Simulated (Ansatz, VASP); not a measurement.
# Cross-check of GaP between VASP and Ansatz

One calculation is typed for both programs; each brings its own data sets. How far apart do they land? The cell is taken from a series of runs on this material, whose earlier steps may have relaxed, scaled, displaced or heated it; both programs get it as it stands.

Main program and level: Ansatz 0.2.0; plane waves, with VASP 6.6.1 beside it; single point at LDA, spin-orbit coupling.

**1. Set-up**

The cell holds 6 atoms: 3 Ga and 3 P. Its edges and angles: a = 3.854 Å, b = 5.450 Å, c = 31.600 Å, α = 90.0°, β = 90.0°, γ = 90.0°. It derives from GaP. Vacuum lies along c.

Structure file:

```
Ga P
1.0
     3.85409    0.00000    0.00000
     0.00000    5.45050    0.00000
     0.00000    0.00000   31.60000
Ga P
3 3
Direct
  0.00000 0.03770 0.45101
  0.50000 0.46020 0.50000
  0.00000 0.03770 0.54899
  0.50000 0.25018 0.43371
  0.00000 0.71406 0.50000
  0.50000 0.25018 0.56629
```

**2. VASP: single point, LDA, spin-orbit coupling**

With cell and atoms fixed, the geometry can't cause a difference; cores, projectors, grids and the points listed under the comparison can.

Lines of VASP's logs that name or quote its potential files are left out, and so is its time.

INCAR reads:

```
SYSTEM = GaP
PREC = Accurate
ENCUT = 400
EDIFF = 1E-06
NELM = 200
ISMEAR = -1
SIGMA = 0.02
LREAL = .FALSE.
ALGO = Normal
GGA = PW92
LNONCOLLINEAR = .TRUE.
MAGMOM = 0 0 0 0 0 0 0 0 0 0 0 0 0 0 0 0 0 0
NBANDS = 66
GGA_COMPAT = .FALSE.
LASPH = .TRUE.
LSORBIT = .TRUE.
LORBIT = 11
LWAVE = .FALSE.
LCHARG = .FALSE.
ISIF = 2
LDIPOL = .TRUE.
IDIPOL = 3
DIPOL = 0.5 0.5 0.5
LVHAR = .TRUE.
EFERMI = MIDGAP
NELMDL = -8
KPAR = 2
```

POSCAR reads:

```
GaP
1.0
    3.8540855109      0.0000000000      0.0000000000
    0.0000000000      5.4505000000      0.0000000000
    0.0000000000      0.0000000000     31.6000000000
Ga P
3 3
Direct
    0.0000000000      0.0376950748      0.4510098201
    0.5000000000      0.4601960473      0.5000000000
    0.0000000000      0.0376950748      0.5489901799
    0.5000000000      0.2501788372      0.4337086970
    0.0000000000      0.7140561288      0.5000000000
    0.5000000000      0.2501788372      0.5662913030
```

KPOINTS reads:

```
Automatic mesh
0
Gamma
6 4 1
0 0 0
```

PAW data sets: Ga_d and P (LDA family, release 64).

Started as:

```console
$ mpirun -np 2 vasp_ncl
```

Numbers of over 12 decimals in the logs are rounded to 6 here.

The program printed:

```text
[banner, memory and clock lines left out]
running    2 mpi-ranks, on    1 nodes
 distrk:  each k-point on    1 cores,    2 groups
 distr:  one band on    1 cores,    1 groups

 POSCAR found type information on POSCAR GaP
 POSCAR found :  2 types and       6 ions
|                                                                             |
|               ----> ADVICE to this user running VASP <----                  |
|                                                                             |
|     You enforced a specific xc type in the INCAR file but a different       |
|     [... a line on the potential file left out ...]
|     I HOPE YOU KNOW WHAT YOU ARE DOING!                                     |
|                                                                             |

 LDA part: xc-table for (Slater(with rela. corr.)+PW92), standard interpolation
 POSCAR, INCAR and KPOINTS ok, starting setup
 FFT: planning ... GRIDC
 FFT: planning ... GRID_SOFT
 FFT: planning ... GRID
 WAVECAR not read
 entering main loop
       N       E                     dE             d eps       ncg     rms          rms(c)
DAV:   1     0.338055262223E+03    0.33806E+03   -0.19759E+04  2664   0.111E+03
DAV:   2     0.114259969999E+02   -0.32663E+03   -0.31969E+03  2848   0.277E+02
DAV:   3    -0.275352202258E+02   -0.38961E+02   -0.38610E+02  2728   0.101E+02
DAV:   4    -0.299853478380E+02   -0.24501E+01   -0.24423E+01  2882   0.270E+01
DAV:   5    -0.300311243993E+02   -0.45777E-01   -0.45724E-01  3006   0.359E+00
DAV:   6    -0.300329292603E+02   -0.18049E-02   -0.18044E-02  3328   0.713E-01
DAV:   7    -0.300329655405E+02   -0.36280E-04   -0.36275E-04  3024   0.891E-02
DAV:   8    -0.300329673443E+02   -0.18037E-05   -0.18030E-05  2880   0.194E-02    0.772E+00
DAV:   9    -0.287780549920E+02    0.12549E+01   -0.21354E+00  2972   0.185E+01    0.456E+00
DAV:  10    -0.285929451717E+02    0.18511E+00   -0.14319E+00  2444   0.778E+00    0.129E+00
DAV:  11    -0.285790442652E+02    0.13901E-01   -0.25188E-01  2616   0.829E+00    0.702E-01
DAV:  12    -0.285806641517E+02   -0.16199E-02   -0.35254E-02  2612   0.168E+00    0.250E-01
DAV:  13    -0.285803502541E+02    0.31390E-03   -0.48016E-03  3028   0.847E-01    0.139E-01
DAV:  14    -0.285809754713E+02   -0.62522E-03   -0.12468E-03  2582   0.220E-01    0.960E-02
[...]
DAV:  22    -0.285835299141E+02   -0.60264E-04   -0.27766E-06  1726   0.586E-03    0.262E-03
DAV:  23    -0.285835655915E+02   -0.35677E-04   -0.15095E-06  1612   0.703E-03    0.143E-03
DAV:  24    -0.285835721745E+02   -0.65831E-05   -0.19300E-07  1590   0.264E-03    0.101E-03
DAV:  25    -0.285835789251E+02   -0.67506E-05   -0.17904E-07  1360   0.197E-03    0.674E-04
DAV:  26    -0.285835847867E+02   -0.58616E-05   -0.17563E-07  1456   0.144E-03    0.370E-04
DAV:  27    -0.285835860254E+02   -0.12387E-05   -0.18763E-08  1386   0.901E-04    0.260E-04
DAV:  28    -0.285835880748E+02   -0.20493E-05   -0.33308E-08  1332   0.869E-04    0.233E-04
DAV:  29    -0.285835885325E+02   -0.45778E-06   -0.10983E-08  1316   0.776E-04
   1 F= -.28583589E+02 E0= -.28583578E+02  d E =-.213429E-04  mag=    -0.0000    -0.0000    -0.0000
```

Parts of OUTCAR (step 2):

```text
ion  position               nearest neighbor table
   1  0.000  0.038  0.451-   4 2.31   4 2.31   5 2.35
   2  0.500  0.460  0.500-   5 2.37   5 2.37   6 2.39   4 2.39
   3  0.000  0.038  0.549-   6 2.31   6 2.31   5 2.35
   4  0.500  0.250  0.434-   1 2.31   1 2.31   2 2.39
   5  0.000  0.714  0.500-   1 2.35   3 2.35   2 2.37   2 2.37
   6  0.500  0.250  0.566-   3 2.31   3 2.31   2 2.39

  LATTYP: Found a simple orthorhombic cell.
 ALAT       =     3.8540855109
 B/A-ratio  =     1.4142135624
 C/A-ratio  =     8.1990915642

 Subroutine GETGRP returns: Found  4 space group operations
 (whereof  4 operations were pure point group operations)

The static configuration has the point symmetry C_2v.

 Found     16 irreducible k-points:

   k-points           NKPTS =     16   k-points in BZ     NKDIM =     16   number of bands    NBANDS=     66

   dimension x,y,z NGX =    28 NGY =   36 NGZ =  210
   dimension x,y,z NGXF=    56 NGYF=   72 NGZF=  420

   ENCUT  =  400.0 eV  29.40 Ry    5.42 a.u.   6.29  8.89 51.53*2*pi/ulx,y,z

   NELECT =      54.0000    total number of electrons

 k-points in reciprocal lattice and weights: Automatic mesh
   0.00000000  0.00000000  0.00000000       0.042
   0.16666667  0.00000000  0.00000000       0.083
   0.33333333  0.00000000  0.00000000       0.083
   0.50000000  0.00000000  0.00000000       0.042
   0.00000000  0.25000000  0.00000000       0.042
   0.00000000 -0.25000000  0.00000000       0.042
   0.16666667  0.25000000  0.00000000       0.083
  -0.16666667 -0.25000000  0.00000000       0.083
   0.33333333  0.25000000  0.00000000       0.083
[...]
0.33333333  0.50000000  0.00000000       0.083
   0.50000000  0.50000000  0.00000000       0.042

 dipolmoment           0.000000      0.000000     -0.000000 electrons x Angstroem

 average (electrostatic) potential at core
       1 -74.9023       2 -74.6654       3 -74.9023       4 -92.3181       5 -92.9297
       6 -92.3181

 E-fermi :  -3.6672

 k-point     1 :       0.0000    0.0000    0.0000
  band No.  band energies     occupation
    ...
     50      -4.5250      1.00000
     51      -4.5133      1.00000
     52      -4.5133      1.00000
     53      -3.8102      0.99922
     54      -3.8102      0.99922
     55      -2.1312      0.00000
     56      -2.1312      0.00000
     57      -2.0432      0.00000
     58      -2.0432      0.00000
     59      -0.8461      0.00000
    ...

 k-point     2 :       0.1667    0.0000    0.0000
  band No.  band energies     occupation
    ...
     50      -5.3343      1.00000
     51      -4.4080      1.00000
     52      -4.4052      1.00000
     53      -4.3846      1.00000
     54      -4.3719      1.00000
     55      -1.9867      0.00000
     56      -1.9708      0.00000
     57      -0.9472      0.00000
     58      -0.9369      0.00000
     59      -0.3122      0.00000
    ...

 k-point     3 :       0.3333    0.0000    0.0000
  band No.  band energies     occupation
    ...
     50      -5.5738      1.00000
     51      -4.9655      1.00000
     52      -4.9521      1.00000
     53      -4.2050      1.00000
     54      -4.1910      1.00000
     55      -2.8330      0.00000
     56      -2.8190      0.00000
     57      -1.1098      0.00000
     58      -1.1037      0.00000
     59      -0.9023      0.00000
    ...

  Total       -4.2939898     -2.7837462     -0.1414760      0.0000000      0.0000000      0.0000000
  in kB      -10.3639860     -6.7188578     -0.3414668      0.0000000      0.0000000      0.0000000
  external PRESSURE =      -5.8081035 kB  Pullay stress =       0.0000000 kB

  energy-cutoff  :      400.00
  volume of cell :      663.81
      direct lattice vectors                 reciprocal lattice vectors
     3.854085511  0.000000000  0.000000000     0.259464923  0.000000000  0.000000000
     0.000000000  5.450500000  0.000000000     0.000000000  0.183469406  0.000000000
     0.000000000  0.000000000 31.600000000     0.000000000  0.000000000  0.031645570

 POSITION                                       TOTAL-FORCE (eV/Angst)
 -----------------------------------------------------------------------------------
      0.00000      0.20546     14.25191        -0.000000      0.013447     -0.007099
      1.92704      2.50830     15.80000         0.000000      0.002639      0.000000
      0.00000      0.20546     17.34809        -0.000000      0.013447      0.007099
      1.92704      1.36360     13.70519         0.000000     -0.013810      0.000261
      0.00000      3.89196     15.80000         0.000000     -0.001913      0.000000
      1.92704      1.36360     17.89481         0.000000     -0.013810     -0.000261
 -----------------------------------------------------------------------------------
    total drift:                                0.000000     -0.003695     -0.000000

  FREE ENERGIE OF THE ION-ELECTRON SYSTEM (eV)
  ---------------------------------------------------
  free  energy   TOTEN  =       -28.5835885325 eV

  energy  without entropy=      -28.5835671896  energy(sigma->0) =      -28.58357786

 vacuum level on the upper side and lower side of the slab         1.822         1.822

 Spin-Orbit-Coupling matrix elements
 Ion:    1  E_soc:     -0.0122435
 Ion:    2  E_soc:     -0.0119917
 Ion:    3  E_soc:     -0.0122435
 Ion:    4  E_soc:     -0.0010822
 Ion:    5  E_soc:     -0.0010362
 Ion:    6  E_soc:     -0.0010822

 total charge
# of ion       s       p       d       tot
------------------------------------------
    1        0.946   0.747   9.992  11.685
    2        0.872   0.833  10.010  11.715
    3        0.946   0.747   9.992  11.685
    4        1.073   1.427   0.000   2.501
    5        1.035   1.493   0.000   2.528
    6        1.073   1.427   0.000   2.501
--------------------------------------------------
tot          5.946   6.674  29.994  42.614

 magnetization (x)
# of ion       s       p       d       tot
------------------------------------------
    1       -0.000  -0.000  -0.000  -0.000
    2        0.000   0.000   0.000   0.000
    3        0.000   0.000   0.000   0.000
    4       -0.000  -0.000   0.000  -0.000
    5        0.000   0.000   0.000   0.000
    6        0.000   0.000   0.000   0.000
--------------------------------------------------
tot          0.000   0.000   0.000   0.000

 magnetization (y)
# of ion       s       p       d       tot
------------------------------------------
    1        0.000   0.000  -0.000   0.000
    2        0.000   0.000   0.000   0.000
    3        0.000  -0.000   0.000  -0.000
    4        0.000   0.000   0.000   0.000
    5        0.000   0.000   0.000   0.000
    6       -0.000   0.000   0.000  -0.000
--------------------------------------------------
tot          0.000   0.000   0.000   0.000

 magnetization (z)
# of ion       s       p       d       tot
------------------------------------------
    1        0.000   0.000  -0.000   0.000
    2        0.000   0.000   0.000   0.000
    3        0.000   0.000  -0.000   0.000
    4       -0.000  -0.000   0.000  -0.000
    5        0.000   0.000   0.000   0.000
    6       -0.000  -0.000   0.000  -0.000
--------------------------------------------------
tot          0.000   0.000  -0.000   0.000

[... 3 further parts left out ...]
```

(Continued in part 2 of 2.)

[Lines on the potential files, build, host, timing and source positions are cut from VASP's logs without a mark.]

[Logs are printed without paths, hosts, clocks, repeated set-up lines and the standing remarks that a program may print on its own settings, such as how far it seeks lower states.]

[Hosts, paths, dates, database ids (printed as entryN), source tags and the programs' standing remarks are cut or masked in the printed files.]
